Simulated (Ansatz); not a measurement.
RbBr (Pm-3m) from a database structure, relaxed with r2SCAN, was run in the PAW code Ansatz under altered settings. All numbers are computed, without spin polarisation but where a row says otherwise.

```
CELL_PARAMETERS angstrom
4.12425 0.00000 0.00000
0.00000 4.12425 0.00000
0.00000 0.00000 4.12425
ATOMIC_POSITIONS crystal
Rb 0.00000 0.00000 0.00000
Br 0.50000 0.50000 0.50000
```

The base run's other keys:
```yaml
kpoints:
  mp_grid: { grid: [4, 4, 4] }
hamiltonian:
  xc: hse06
scf:
  occupations: { method: fixed }
  n_extra_bands: 4
```

It takes 10 iterations with 1357 plane waves at 420 eV and 10 k points, and leaves a mean stress of +0.49 GPa. The gap over this mesh is 5.268 eV. It ran on 4 threads of Arm Neoverse N1 (shared host).

Outcomes, with energy and stress as changes against the base:
```tsv
setting	outcome	ΔF (meV/atom)	Δ mean stress (GPa)	gap on the mesh (eV)	iterations	wall time
PBE hybrid, exx coeff 0.5, omega 0.1 1/Å	converged	–	-0.4	7.190	16	11 s
PBE hybrid, exx coeff 0.05, omega 0.2078 1/Å	converged	–	+0.3	4.317	9	8.2 s
PBE hybrid, exx coeff 0.75, omega 0.1 1/Å	converged	–	-0.8	8.821	15	11 s
scf.n_extra_bands: 24	converged	0.0	0.0	5.268	10	9.7 s
```
A dash marks a value that wasn't obtained or can't be compared. Stress is positive in compression. The base took 8.7 s.

- PBE hybrid, exx coeff 0.5, omega 0.1 1/Å. That is 50 % exact exchange, screened with ω = 0.1 1/Å, against HSE06's 25 % screened at 0.208 1/Å. The mean stress moves by -0.4 GPa and the gap on the mesh by +1.922 eV (to 7.190). Totals of different functionals aren't comparable. The program warns that on this mesh the truncation of the exchange isn't bounded, so part of the change can be an error of the mesh.
- PBE hybrid, exx coeff 0.05, omega 0.2078 1/Å. That is 5 % exact exchange, screened with ω = 0.2078 1/Å, against HSE06's 25 % screened at 0.208 1/Å. The mean stress moves by +0.3 GPa and the gap on the mesh by -0.951 eV (to 4.317). Totals of different functionals aren't comparable.
- PBE hybrid, exx coeff 0.75, omega 0.1 1/Å. That is 75 % exact exchange, screened with ω = 0.1 1/Å, against HSE06's 25 % screened at 0.208 1/Å. The mean stress moves by -0.8 GPa and the gap on the mesh by +3.554 eV (to 8.821). Totals of different functionals aren't comparable. The program warns that on this mesh the truncation of the exchange isn't bounded, so part of the change can be an error of the mesh.

Within 1 meV an atom, 0.1 GPa and 0.005 eV of the base stay: scf.n_extra_bands: 24.

The runs are scalar-relativistic, without spin-orbit coupling.

The program warns that its thresholds are loose for a hybrid's stress.

The meshes of the hybrids are coarse, so their gaps aren't converged to the digits shown.
